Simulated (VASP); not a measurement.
The system is ZnS.

```
Zn S
1.0
     0.00000    2.70200    2.70200
     2.70200    0.00000    2.70200
     2.70200    2.70200    0.00000
Zn S
1 1
Direct
  0.75000 0.75000 0.75000
  0.00000 0.00000 0.00000
```

Base run:

- Program: VASP 6.6.1
- Functional: RPBE
- Potentials or basis: VASP PAW PBE potentials, release 64 (Zn, S)
- Cutoff: 520 eV
- k mesh: 9 × 9 × 9
- Occupations: fermi-dirac, width 0.05 eV
- Spin: no spin polarisation

Its results: band gap on the k mesh 2.28 eV, direct.

**Question.** The run is repeated on the same cell with these changes: functional from RPBE to PBEsol. What comes out?

**Answer.** Band gap on the k mesh 1.98 eV, direct.
